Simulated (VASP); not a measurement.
**Be18H4C: single point with PBEsol**

Be18H4C, a slab with vacuum:

```xyz
23
Lattice="4.5800 0.0000 0.0000 3.4350 5.9496 0.0000 0.0000 0.0000 16.5884" Properties=species:S:1:pos:R:3 pbc="T T T"
Be    0.0000    0.0000    1.0000
Be    2.2900    0.0000    1.0000
Be    1.1450    1.9832    1.0000
Be    3.4350    1.9832    1.0000
Be    2.2900    3.9664    1.0000
Be    4.5800    3.9664    1.0000
Be   -0.0015    1.3235    2.8252
Be    2.2888    1.3236    2.8250
Be    1.1436    3.3069    2.8263
Be    3.4337    3.3068    2.8254
Be    2.2887    5.2902    2.8249
Be    4.5786    5.2902    2.8260
Be   -0.0005    0.0003    4.6512
Be    2.2903    0.0006    4.6503
Be    1.1451    1.9825    4.6501
Be    3.4347    1.9829    4.6510
Be    2.2903    3.9667    4.6505
Be    4.5795    3.9663    4.6536
C     5.0123    3.9512    8.4517
H     3.9661    4.0846    8.1450
H     5.3808    2.9865    8.0783
H     5.6214    4.7619    8.0298
H     5.0800    3.9721    9.5473
```

The cell was built by a generator and needn't be a form met in nature.

```json
{
 "Program": "VASP 6.6.1",
 "Task": "single point",
 "Functional": "PBEsol",
 "Potentials or basis": "VASP PAW PBE potentials, release 64 (Be, C, H)",
 "Cutoff": "520 eV",
 "k mesh": "5 × 4 × 1",
 "Occupations": "fermi-dirac, width 0.15 eV",
 "Spin": "no spin polarisation"
}
```

The largest force is 0.037 eV/Å and the band gap on the k mesh is none (metal or under the smearing width).

Forces in eV/Å, atoms in the order of the input:
```
Be   0.000  0.001 -0.013
Be   0.000  0.000 -0.014
Be   0.000  0.000 -0.014
Be   0.000 -0.001 -0.013
Be  -0.001 -0.001 -0.014
Be   0.001  0.000 -0.009
Be   0.000  0.000  0.000
Be   0.000  0.000  0.000
Be   0.000  0.000  0.000
Be   0.000  0.000  0.000
Be   0.000  0.000  0.000
Be   0.000  0.000  0.000
Be   0.000  0.000  0.012
Be   0.000  0.000  0.012
Be   0.000  0.000  0.012
Be   0.000  0.000  0.012
Be   0.000  0.000  0.012
Be   0.000  0.000  0.011
C   -0.004  0.003  0.012
H   -0.032  0.002 -0.009
H    0.014 -0.032 -0.013
H    0.019  0.027 -0.015
H    0.002  0.000  0.033
```

Levels at points of the mesh, in eV from the Fermi level:
```
           k point  band 20  band 21  band 22  band 23  band 24  band 25
(0.00, 0.00, 0.00)    -0.87    -0.87    -0.04    -0.04     2.10     2.10
(0.00, 0.50, 0.00)    -1.74    -0.82    -0.80    -0.04    -0.04     2.86
```

Wall time 4.8 min on 1 thread of AMD EPYC 9R14 (Zen 4), on a shared host, peak memory 0.54 GiB.

Caveat: the PAW data sets were made with another functional, which shifts forces and pressure a little.
